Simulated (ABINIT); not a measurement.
# NaCl (Fm-3m): G0W0 in ABINIT against the bands in the screening

Aim: move the bands in the screening of a G0W0 run on NaCl (Fm-3m) over a wide range.

Calculated with ABINIT 10.8.3; PBE and many-body steps on it, plane waves.

The database entry behind the starting cell differs from later determinations by our own check (an axis about 0.4 % short against later determinations), so it need not match the best structure at ambient conditions.

## (1) Starting point

Symmetry: Fm-3m, No. 225, cubic system. Conventional cell: a = 5.620 Å, b = 5.620 Å, c = 5.620 Å, α = 90.00°, β = 90.00°, γ = 90.00°. Na has 6 Cl at 2.81 Å nearest. Nearest to Cl lie 6 Na at 2.81 Å. Farther neighbours and most contacts between anions are not listed.

The cell and positions come from the Crystallography Open Database and are kept as given unless a step says otherwise.

## (2) Screening, 4×4×4 mesh, 16 bands, screening to 163.3 eV

This step: ABINIT 10.8.3; RPA screening on PBE, plane waves, norm-conserving pseudopotentials.

The RPA dielectric matrix is built and inverted for each q.

run.abi

```
acell 3*1.0 Angstrom
rprim 
  0.000000000000 2.810000000000 2.810000000000
  2.810000000000 0.000000000000 2.810000000000
  2.810000000000 2.810000000000 0.000000000000
ntypat 2
znucl 11 17
natom 2
typat 1 2
xred 
  0.000000000000 0.000000000000 0.000000000000
  0.500000000000 0.500000000000 0.500000000000
pp_dirpath "pseudos"
pseudos "Na.upf, Cl.upf"
ecut 38
ngkpt 4 4 4
nshiftk 1
shiftk 0 0 0
kptopt 1
chksymbreak 0
istwfk *1
occopt 1
irdwfk 1
optdriver 3
nband 16
ecuteps 6
inclvkb 2
awtr 1
symchi 1
indata_prefix "in"
outdata_prefix "out"
tmpdata_prefix "tmp"
```

Run with:

```sh
$ OMP_NUM_THREADS=1 mpirun -n 4 abinit run.abi > log
```

Output:

```text
.Version 10.8.3 of ABINIT. v10.8.2 released Aug 2026.

 Symmetries : space group Fm -3 m (#225); Bravais cF (face-center cubic)
[... echo of the input left out ...]
== DATASET  1 ==================================================================
-   mpi_nproc: 4, omp_nthreads: 1 (-1 if OMP is not activated)

--- !DatasetInfo
iteration_state: {dtset: 1, }
dimensions: {natom: 2, nkpt: 8, mband: 16, nsppol: 1, nspinor: 1, nspden: 1, mpw: 3383, }
cutoff_energies: {ecut:  38.0, pawecutdg:  -1.0, }
electrons: {nelect:   1.60000000E+01, charge:   0.00000000E+00, occopt:   1.00000000E+00, tsmear:   1.00000000E-02, }

 SCREENING: Calculation of the susceptibility and dielectric matrices

 Based on a program developped by R.W. Godby, V. Olevano, G. Onida, and L. Reining.
 Incorporated in ABINIT by V. Olevano, G.-M. Rignanese, and M. Torrent.
.Using double precision arithmetic ; gwpc =  8

[... cell and pseudopotentials left out ...]
--------------------------------------------------------------------------------

 ==== K-mesh for the wavefunctions ====
 Number of points in the irreducible wedge :     8
[... list of points left out ...]
 Together with 48 symmetry operations and time-reversal symmetry
 yields    64 points in the full Brillouin Zone.

 ==== Q-mesh for the screening function ====
 Number of points in the irreducible wedge :     8
[... list of points left out ...]
 Together with 48 symmetry operations and time-reversal symmetry
 yields    64 points in the full Brillouin Zone.

 setmesh: FFT mesh size selected  =    30x   30x   30
          total number of points  =        27000

 vcoul_init : cutoff-mode = AUXILIARY_FUNCTION
 q-points for optical limit:   1
     1)      0.000010    0.000020    0.000030

- screening: taking advantage of time-reversal symmetry
- Maximum band index for partially occupied states nbvw = 8
- Remaining bands to be divided among processors   nbcw = 8
- Number of bands treated by each node ~2

 Number of electrons calculated from density =   16.0000; Expected =   16.0000
 average of density, n =  0.053429
 r_s =    1.6471
 omega_plasma =   22.2968 [eV]

 calculating chi0 at frequencies [eV] :
  1    0.000000E+00    0.000000E+00
  2    0.000000E+00    2.229681E+01

--------------------------------------------------------------------------------
  q-point number  1        q = ( 0.000000, 0.000000, 0.000000) [r.l.u.]
--------------------------------------------------------------------------------
[... chi0 elements left out ...]
 For q-point:  0.000010 0.000020 0.000030
  dielectric constant =   2.3229
  dielectric constant without local fields =   2.7187

  Average fulfillment of the sum rule on Im[epsilon] for q-point    1 :     12.32  [%]
[... wings left out ...]
  q-point number  2        q = ( 0.250000, 0.000000, 0.000000) [r.l.u.]
--------------------------------------------------------------------------------
[... chi0 elements left out ...]
  Average fulfillment of the sum rule on Im[epsilon] for q-point    2 :     32.29  [%]

 [... 6 further q-points ...]
```

Run time: 3.9 s. Hardware: 4 MPI ranks of Arm Neoverse V1, shared host; peak memory 0.5 GiB.

Numbers from this step:

| Quantity | Value |
| --- | --- |
| ε∞ with local fields, on this mesh, along the program's q direction | 2.323 |
| the same without local fields | 2.719 |
| plasma frequency | 22.30 eV |
| plane waves in the screening matrix | 181 |

Local fields lower ε∞ by 15 %. On a Γ-centred mesh this coarse the value itself is usually too large, while a short band sum pulls it down.

## (3) 16 bands

This step: G0W0 on PBE, plane waves, norm-conserving pseudopotentials.

Edit run.abi of step 2 so:

```diff
@@ -23,8 +23,15 @@
 irdwfk 1
-optdriver 3
-nband 16
+optdriver 4
+nband 80
+gwcalctyp 0
+ecutsigx 38
+symsigma 1
+nkptgw 1
+kptgw 
+  0.0000000000 0.0000000000 0.0000000000
+bdgw 
+  6 12
 ecuteps 6
-inclvkb 2
-awtr 1
-symchi 1
+irdscr 1
+ppmodel 1
 indata_prefix "in"
```

Output:

```text
.Version 10.8.3 of ABINIT. v10.8.2 released Aug 2026.

 Symmetries : space group Fm -3 m (#225); Bravais cF (face-center cubic)
[... echo of the input left out ...]
== DATASET  1 ==================================================================
-   mpi_nproc: 4, omp_nthreads: 1 (-1 if OMP is not activated)

--- !DatasetInfo
iteration_state: {dtset: 1, }
dimensions: {natom: 2, nkpt: 8, mband: 80, nsppol: 1, nspinor: 1, nspden: 1, mpw: 3383, }
cutoff_energies: {ecut:  38.0, pawecutdg:  -1.0, }
electrons: {nelect:   1.60000000E+01, charge:   0.00000000E+00, occopt:   1.00000000E+00, tsmear:   1.00000000E-02, }

 SIGMA: Calculation of the GW corrections

 Based on a program developped by R.W. Godby, V. Olevano, G. Onida, and L. Reining.
 Incorporated in ABINIT by V. Olevano, G.-M. Rignanese, and M. Torrent.
.Using double precision arithmetic ; gwpc =  8

[... cell and pseudopotentials left out ...]
--------------------------------------------------------------------------------

 ==== K-mesh for the wavefunctions ====
 Number of points in the irreducible wedge :     8
[... list of points left out ...]
 Together with 48 symmetry operations and time-reversal symmetry
 yields    64 points in the full Brillouin Zone.

 ==== Q-mesh for screening function ====
 Number of points in the irreducible wedge :     8
[... list of points left out ...]
 Together with 48 symmetry operations and time-reversal symmetry
 yields    64 points in the full Brillouin Zone.

 vcoul_init : cutoff-mode = AUXILIARY_FUNCTION
 q-points for optical limit:   1
     1)      0.000010    0.000020    0.000030
 setmesh: FFT mesh size selected  =    45x   45x   45
          total number of points  =        91125

 Number of electrons calculated from density =   16.0000; Expected =   16.0000
 average of density, n =  0.053429
 r_s =    1.6471
 omega_plasma =   22.2968 [eV]

 === KS Band Gaps ===
  >>>> For spin  1
   Minimum direct gap =   5.1497 [eV], located at k-point      :   0.0000  0.0000  0.0000
   Fundamental gap    =   5.1497 [eV], Top of valence bands at :   0.0000  0.0000  0.0000
                                       Bottom of conduction at :   0.0000  0.0000  0.0000
 SIGMA fundamental parameters:
 PLASMON POLE MODEL  1
 number of plane-waves for SigmaX                 3383
 number of plane-waves for SigmaC and W            181
 number of plane-waves for wavefunctions          3383
 number of bands                                    80
 number of independent spin polarizations            1
 number of spinorial components                      1
 number of k-points in IBZ                           8
 number of q-points in IBZ                           8
 number of symmetry operations                      48
 number of k-points in BZ                           64
 number of q-points in BZ                           64
 number of frequencies for dSigma/dE                 9
 frequency step for dSigma/dE [eV]                0.25
 number of omega for Sigma on real axis              0
 max omega for Sigma on real axis  [eV]           0.00
 zcut for avoiding poles [eV]                     0.10

 EPSILON^-1 parameters (SCR file):
 dimension of the eps^-1 matrix on file            181
 dimension of the eps^-1 matrix used               181
 number of plane-waves for wavefunctions          3383
 number of bands                                    16
 number of q-points in IBZ                           8
 number of frequencies                               2
 number of real frequencies                          1
 number of imag frequencies                          1

 matrix elements of self-energy operator (all in [eV])

 Perturbative Calculation

--- !SelfEnergy_ee
iteration_state: {dtset: 1, }
kpoint     : [   0.000,    0.000,    0.000, ]
spin       : 1
KS_gap     :    5.150
QP_gap     :    8.114
Delta_QP_KS:    2.965
data: !SigmaeeData |
     Band     E0 <VxcDFT>   SigX SigC(E0)      Z dSigC/dE  Sig(E)    E-E0       E
        6  -0.539 -14.493 -18.927   2.356   0.810  -0.235 -16.175  -1.682  -2.220
        7  -0.539 -14.493 -18.927   2.356   0.810  -0.235 -16.175  -1.682  -2.220
        8  -0.539 -14.493 -18.927   2.356   0.810  -0.235 -16.175  -1.682  -2.220
        9   4.611  -8.178  -4.163  -2.537   0.868  -0.152  -6.894   1.283   5.894
       10  10.523  -8.376  -3.599  -2.667   0.861  -0.161  -6.559   1.817  12.341
       11  10.523  -8.376  -3.599  -2.667   0.861  -0.161  -6.559   1.817  12.341
       12  10.523  -8.376  -3.599  -2.667   0.861  -0.161  -6.559   1.817  12.341

== END DATASET(S) ==============================================================
================================================================================

 -outvars: echo values of variables after computation  --------
           etotal      0.0000000000E+00
            nband          80
             nkpt           8
          spgroup         225
 [... the other variables as echoed above ...]

 Calculation completed.
```

The job ended after 4.7 s (4 MPI ranks; peak memory 0.58 GiB).

This step gave:

* G0W0 gap on the points computed: 8.114 eV
* starting gap on the mesh: 5.150 eV
* k of the valence top: 0, 0, 0
* k of the conduction bottom: 0, 0, 0
* Z at the valence top: 0.81
* Z at the conduction bottom: 0.868
* least direct G0W0 gap on the computed points: 8.114 eV

## (4) Screening, 4×4×4 mesh, 24 bands, screening to 163.3 eV

This step: RPA screening on PBE, plane waves, norm-conserving pseudopotentials.

Edit run.abi of step 3 so:

```diff
@@ -23,15 +23,8 @@
 irdwfk 1
-optdriver 4
-nband 80
-gwcalctyp 0
-ecutsigx 38
-symsigma 1
-nkptgw 1
-kptgw 
-  0.0000000000 0.0000000000 0.0000000000
-bdgw 
-  6 12
+optdriver 3
+nband 24
 ecuteps 6
-irdscr 1
-ppmodel 1
+inclvkb 2
+awtr 1
+symchi 1
 indata_prefix "in"
```

Output:

```text
.Version 10.8.3 of ABINIT. v10.8.2 released Aug 2026.

 Symmetries : space group Fm -3 m (#225); Bravais cF (face-center cubic)
[... echo of the input left out ...]
== DATASET  1 ==================================================================
-   mpi_nproc: 4, omp_nthreads: 1 (-1 if OMP is not activated)

--- !DatasetInfo
iteration_state: {dtset: 1, }
dimensions: {natom: 2, nkpt: 8, mband: 24, nsppol: 1, nspinor: 1, nspden: 1, mpw: 3383, }
cutoff_energies: {ecut:  38.0, pawecutdg:  -1.0, }
electrons: {nelect:   1.60000000E+01, charge:   0.00000000E+00, occopt:   1.00000000E+00, tsmear:   1.00000000E-02, }

 SCREENING: Calculation of the susceptibility and dielectric matrices

 Based on a program developped by R.W. Godby, V. Olevano, G. Onida, and L. Reining.
 Incorporated in ABINIT by V. Olevano, G.-M. Rignanese, and M. Torrent.
.Using double precision arithmetic ; gwpc =  8

[... cell and pseudopotentials left out ...]
--------------------------------------------------------------------------------

 ==== K-mesh for the wavefunctions ====
 Number of points in the irreducible wedge :     8
[... list of points left out ...]
 Together with 48 symmetry operations and time-reversal symmetry
 yields    64 points in the full Brillouin Zone.

 ==== Q-mesh for the screening function ====
 Number of points in the irreducible wedge :     8
[... list of points left out ...]
 Together with 48 symmetry operations and time-reversal symmetry
 yields    64 points in the full Brillouin Zone.

 setmesh: FFT mesh size selected  =    30x   30x   30
          total number of points  =        27000

 vcoul_init : cutoff-mode = AUXILIARY_FUNCTION
 q-points for optical limit:   1
     1)      0.000010    0.000020    0.000030

- screening: taking advantage of time-reversal symmetry
- Maximum band index for partially occupied states nbvw = 8
- Remaining bands to be divided among processors   nbcw = 16
- Number of bands treated by each node ~4

 Number of electrons calculated from density =   16.0000; Expected =   16.0000
 average of density, n =  0.053429
 r_s =    1.6471
 omega_plasma =   22.2968 [eV]

 calculating chi0 at frequencies [eV] :
  1    0.000000E+00    0.000000E+00
  2    0.000000E+00    2.229681E+01

--------------------------------------------------------------------------------
  q-point number  1        q = ( 0.000000, 0.000000, 0.000000) [r.l.u.]
--------------------------------------------------------------------------------
[... chi0 elements left out ...]
 For q-point:  0.000010 0.000020 0.000030
  dielectric constant =   2.3475
  dielectric constant without local fields =   2.7682

  Average fulfillment of the sum rule on Im[epsilon] for q-point    1 :     23.54  [%]
[... wings left out ...]
  q-point number  2        q = ( 0.250000, 0.000000, 0.000000) [r.l.u.]
--------------------------------------------------------------------------------
[... chi0 elements left out ...]
  Average fulfillment of the sum rule on Im[epsilon] for q-point    2 :     40.73  [%]

 [... 6 further q-points ...]
```

Wall time 5.3 s (4 MPI ranks); peak memory 0.53 GiB; 21 s of CPU time.

This step gave:

```
ε∞ with local fields, on this mesh, along the program's q direction : 2.348
the same without local fields                                       : 2.768
plasma frequency                                                    : 22.30 eV
plane waves in the screening matrix                                 : 181
```

## (5) 24 bands

The self-energy is evaluated for the states that the input lists, and the levels follow from it, in one-shot runs by the linearised quasiparticle equation.

This step: G0W0 on PBE, plane waves, norm-conserving pseudopotentials.

Edit run.abi of step 4 so:

```diff
@@ -23,8 +23,15 @@
 irdwfk 1
-optdriver 3
-nband 24
+optdriver 4
+nband 80
+gwcalctyp 0
+ecutsigx 38
+symsigma 1
+nkptgw 1
+kptgw 
+  0.0000000000 0.0000000000 0.0000000000
+bdgw 
+  6 12
 ecuteps 6
-inclvkb 2
-awtr 1
-symchi 1
+irdscr 1
+ppmodel 1
 indata_prefix "in"
```

Output:

```text
.Version 10.8.3 of ABINIT. v10.8.2 released Aug 2026.

 Symmetries : space group Fm -3 m (#225); Bravais cF (face-center cubic)
[... echo of the input left out ...]
== DATASET  1 ==================================================================
-   mpi_nproc: 4, omp_nthreads: 1 (-1 if OMP is not activated)

--- !DatasetInfo
iteration_state: {dtset: 1, }
dimensions: {natom: 2, nkpt: 8, mband: 80, nsppol: 1, nspinor: 1, nspden: 1, mpw: 3383, }
cutoff_energies: {ecut:  38.0, pawecutdg:  -1.0, }
electrons: {nelect:   1.60000000E+01, charge:   0.00000000E+00, occopt:   1.00000000E+00, tsmear:   1.00000000E-02, }

 SIGMA: Calculation of the GW corrections

 Based on a program developped by R.W. Godby, V. Olevano, G. Onida, and L. Reining.
 Incorporated in ABINIT by V. Olevano, G.-M. Rignanese, and M. Torrent.
.Using double precision arithmetic ; gwpc =  8

[... cell and pseudopotentials left out ...]
--------------------------------------------------------------------------------

 ==== K-mesh for the wavefunctions ====
 Number of points in the irreducible wedge :     8
[... list of points left out ...]
 Together with 48 symmetry operations and time-reversal symmetry
 yields    64 points in the full Brillouin Zone.

 ==== Q-mesh for screening function ====
 Number of points in the irreducible wedge :     8
[... list of points left out ...]
 Together with 48 symmetry operations and time-reversal symmetry
 yields    64 points in the full Brillouin Zone.

 vcoul_init : cutoff-mode = AUXILIARY_FUNCTION
 q-points for optical limit:   1
     1)      0.000010    0.000020    0.000030
 setmesh: FFT mesh size selected  =    45x   45x   45
          total number of points  =        91125

 Number of electrons calculated from density =   16.0000; Expected =   16.0000
[...]
number of q-points in BZ                           64
 number of frequencies for dSigma/dE                 9
 frequency step for dSigma/dE [eV]                0.25
 number of omega for Sigma on real axis              0
 max omega for Sigma on real axis  [eV]           0.00
 zcut for avoiding poles [eV]                     0.10

 EPSILON^-1 parameters (SCR file):
 dimension of the eps^-1 matrix on file            181
 dimension of the eps^-1 matrix used               181
 number of plane-waves for wavefunctions          3383
 number of bands                                    24
 number of q-points in IBZ                           8
 number of frequencies                               2
 number of real frequencies                          1
 number of imag frequencies                          1

 matrix elements of self-energy operator (all in [eV])

 Perturbative Calculation

--- !SelfEnergy_ee
iteration_state: {dtset: 1, }
kpoint     : [   0.000,    0.000,    0.000, ]
spin       : 1
KS_gap     :    5.150
QP_gap     :    8.020
Delta_QP_KS:    2.870
data: !SigmaeeData |
     Band     E0 <VxcDFT>   SigX SigC(E0)      Z dSigC/dE  Sig(E)    E-E0       E
        6  -0.539 -14.493 -18.927   2.249   0.809  -0.235 -16.262  -1.768  -2.307
        7  -0.539 -14.493 -18.927   2.249   0.809  -0.235 -16.262  -1.768  -2.307
        8  -0.539 -14.493 -18.927   2.249   0.809  -0.235 -16.262  -1.768  -2.307
        9   4.611  -8.178  -4.163  -2.742   0.866  -0.155  -7.075   1.102   5.713
       10  10.523  -8.376  -3.599  -2.891   0.857  -0.167  -6.760   1.616  12.140
       11  10.523  -8.376  -3.599  -2.891   0.857  -0.167  -6.760   1.616  12.140
       12  10.523  -8.376  -3.599  -2.891   0.857  -0.167  -6.760   1.616  12.140

== END DATASET(S) ==============================================================
================================================================================

 -outvars: echo values of variables after computation  --------
           etotal      0.0000000000E+00
            nband          80
             nkpt           8
          spgroup         225
 [... the other variables as echoed above ...]

 Calculation completed.
```

It took 4.6 s on 4 MPI ranks; peak memory 0.58 GiB.

Numbers from this step:

```
G0W0 gap on the points computed              : 8.02 eV
starting gap on the mesh                     : 5.150 eV
k of the valence top                         : 0, 0, 0
k of the conduction bottom                   : 0, 0, 0
Z at the valence top                         : 0.809
Z at the conduction bottom                   : 0.866
least direct G0W0 gap on the computed points : 8.02 eV
```

The gap on the mesh goes from 5.15 eV to 8.02 eV, a correction of +2.87 eV.

## (6) Screening, 4×4×4 mesh, 80 bands, screening to 163.3 eV

This step: RPA screening on PBE, plane waves, norm-conserving pseudopotentials.

Edit run.abi of step 5 so:

```diff
@@ -23,15 +23,8 @@
 irdwfk 1
-optdriver 4
+optdriver 3
 nband 80
-gwcalctyp 0
-ecutsigx 38
-symsigma 1
-nkptgw 1
-kptgw 
-  0.0000000000 0.0000000000 0.0000000000
-bdgw 
-  6 12
 ecuteps 6
-irdscr 1
-ppmodel 1
+inclvkb 2
+awtr 1
+symchi 1
 indata_prefix "in"
```

Output:

```text
.Version 10.8.3 of ABINIT. v10.8.2 released Aug 2026.

 Symmetries : space group Fm -3 m (#225); Bravais cF (face-center cubic)
[... echo of the input left out ...]
== DATASET  1 ==================================================================
-   mpi_nproc: 4, omp_nthreads: 1 (-1 if OMP is not activated)

--- !DatasetInfo
iteration_state: {dtset: 1, }
dimensions: {natom: 2, nkpt: 8, mband: 80, nsppol: 1, nspinor: 1, nspden: 1, mpw: 3383, }
cutoff_energies: {ecut:  38.0, pawecutdg:  -1.0, }
[...]
--------------------------------------------------------------------------------
[... chi0 elements left out ...]
 For q-point:  0.000010 0.000020 0.000030
  dielectric constant =   2.3807
  dielectric constant without local fields =   2.7950

  Average fulfillment of the sum rule on Im[epsilon] for q-point    1 :     56.01  [%]
[... wings left out ...]
  q-point number  2        q = ( 0.250000, 0.000000, 0.000000) [r.l.u.]
--------------------------------------------------------------------------------
[... chi0 elements left out ...]
  Average fulfillment of the sum rule on Im[epsilon] for q-point    2 :     65.39  [%]

 [... 6 further q-points ...]
```

Wall time 16 s (4 MPI ranks); peak memory 0.74 GiB; 64 s of CPU time.

This step gave:

| Item | Value |
| --- | --- |
| ε∞ with local fields, on this mesh, along the program's q direction | 2.381 |
| the same without local fields | 2.795 |
| plasma frequency | 22.30 eV |
| plane waves in the screening matrix | 181 |

[end of part 1 of 2]

[Paths, hosts, dates, memory and timing lines, banners, echoed tables and standing remarks are left out of the program output.]

[Logs are printed without paths, hosts, clocks, repeated set-up lines and the standing remarks that a program may print on its own settings, such as how far it seeks lower states.]

[Runs of the session that timed out or met a known fault of the program may be left out.]

[Hosts, paths, dates, database ids (printed as entryN), source tags and the programs' standing remarks are cut or masked in the printed files.]

[G0W0 gaps are taken among the corrected bands and points alone; a level outside them can change the order at an edge.]

[Where Ansatz stands beside ABINIT at settings called matched, ABINIT's density can come from a denser mesh and the files from another edition; pairs whose starting gaps differed by over 0.03 eV were left out, so agreement reads better than it is.]
